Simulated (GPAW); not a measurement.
# MnS (Rambergite): which magnetic order is lowest

A self-consistent run ends on one state, which hangs on the start. Several orders of MnS (Rambergite) are started in GPAW and their energies compared.

Calculated with GPAW 26.7.0; PBE; plane waves with GPAW's PAW setups, scalar-relativistic.

The database entry behind the starting cell differs from later determinations by our own check (about 0.3 % short against later determinations), so it need not match the best structure at ambient conditions.

## Step 1: The structure

The structure is hexagonal, space group P6_3mc (No. 186). Conventional cell: a = 3.976 Å, b = 3.976 Å, c = 6.432 Å, α = 90.00°, β = 90.00°, γ = 120.00°. Mn has 4 S at 2.41 to 2.48 Å nearest. Nearest to S lie 4 Mn at 2.41 to 2.48 Å. Farther neighbours and most contacts between anions are not listed.

## Step 2: Start 1: ferro ++

The parallel start comes first: it fits the smallest cell, keeps the most symmetry and shows whether parallel moments form.

order1.py

```python
import json
import numpy as np
from ase import Atoms
from ase.parallel import paropen, parprint
from gpaw import GPAW

atoms = Atoms(['Mn', 'Mn', 'S', 'S'],
    cell=[[3.976, 0.0, 0.0],
         [-1.988, 3.44331701, 0.0],
         [0.0, 0.0, 6.432]],
    scaled_positions=[[0.33333333, 0.66666667, 0.0],
         [0.66666667, 0.33333333, 0.5],
         [0.33333333, 0.66666667, 0.385],
         [0.66666667, 0.33333333, 0.885]],
    pbc=True,
    magmoms=[4.5, 4.5, 0.0, 0.0])
atoms.calc = GPAW(mode={'name': 'pw', 'ecut': 550},
    xc='PBE',
    kpts={'size': (6, 6, 6), 'gamma': True},
    occupations={'name': 'marzari-vanderbilt', 'width': 0.1},
    convergence={'density': 1e-05, 'energy': 1e-05},
    maxiter=200,
    charge=0.1,
    symmetry={'tolerance': 1e-4},
    txt='order1.txt')
e = atoms.get_potential_energy(force_consistent=True)
res = {'free_energy': e, 'energy_sigma0': atoms.get_potential_energy(), 'fermi_energy': atoms.calc.get_fermi_level()}
res['moments'] = atoms.get_magnetic_moments().tolist()
res['total'] = atoms.get_magnetic_moment()
parprint('site moments (muB):', np.round(res['moments'], 3))
parprint(f"total moment: {res['total']:.3f} muB")
parprint(f'free energy: {e:.6f} eV')
atoms.calc.write('order1.gpw')
with paropen('results.json', 'w') as f:
    json.dump(res, f)
```

Command:

```bash
OMP_NUM_THREADS=1 mpirun -n 2 gpaw python order1.py > order1.log
```

The next run changes these lines of the input before it:

```diff
@@ -15,3 +15,3 @@
     pbc=True,
-    magmoms=[4.5, 4.5, 0.0, 0.0])
+    magmoms=[4.5, -4.5, 0.0, 0.0])
 atoms.calc = GPAW(mode={'name': 'pw', 'ecut': 550},
@@ -24,3 +24,3 @@
     symmetry={'tolerance': 1e-4},
-    txt='order1.txt')
+    txt='order2.txt')
 e = atoms.get_potential_energy(force_consistent=True)
@@ -32,3 +32,3 @@
 parprint(f'free energy: {e:.6f} eV')
-atoms.calc.write('order1.gpw')
+atoms.calc.write('order2.gpw')
 with paropen('results.json', 'w') as f:
```

The next run changes these lines of the input before it:

```diff
@@ -14,4 +14,3 @@
          [0.66666667, 0.33333333, 0.885]],
-    pbc=True,
-    magmoms=[4.5, -4.5, 0.0, 0.0])
+    pbc=True)
 atoms.calc = GPAW(mode={'name': 'pw', 'ecut': 550},
@@ -24,11 +23,7 @@
     symmetry={'tolerance': 1e-4},
-    txt='order2.txt')
+    txt='nospin.txt')
 e = atoms.get_potential_energy(force_consistent=True)
 res = {'free_energy': e, 'energy_sigma0': atoms.get_potential_energy(), 'fermi_energy': atoms.calc.get_fermi_level()}
-res['moments'] = atoms.get_magnetic_moments().tolist()
-res['total'] = atoms.get_magnetic_moment()
-parprint('site moments (muB):', np.round(res['moments'], 3))
-parprint(f"total moment: {res['total']:.3f} muB")
 parprint(f'free energy: {e:.6f} eV')
-atoms.calc.write('order2.gpw')
+atoms.calc.write('nospin.gpw')
 with paropen('results.json', 'w') as f:
```

Before running: what should come out for the largest site moment and next state?

Opposed moments of equal size cancel, so the cell has no net moment. Symmetry leaves 2 kinds of site among the 4 atoms, and equivalent atoms carry values of equal size. The lowest state found is antiferromagnetic, reached from the start antiferro +-, with moments up to 4.10 μB.

```
lowest state found                 : antiferromagnetic (started as antiferro +-)
largest site moment                : 4.10 μB
next state                         : ferromagnetic, 165 meV a seeded atom higher
energy gained by spin polarisation : 1859 meV a seeded atom
```

The next state costs 165 meV a seeded atom. Forming the largest moments gains far more than ordering them, so they should outlast the ordering temperature. Only 3 starts are shown; other collinear patterns, canted and longer-period orders are not. The cell carries a charge of +0.1 e against a uniform background, so the results are those of a doped crystal. The smearing is not Fermi–Dirac, so its width is no temperature.

[Logs and program files are shortened in this print: banners, set-up blocks, solver, clock and traceback lines can be left out without a mark of their own.]

[Logs are printed without paths, hosts, clocks, repeated set-up lines and the standing remarks that a program may print on its own settings, such as how far it seeks lower states.]

[Hosts, paths, dates, database ids (printed as entryN), source tags and the programs' standing remarks are cut or masked in the printed files.]

[Where a cell is said to come from a database of computed structures, the database is the Materials Project.]
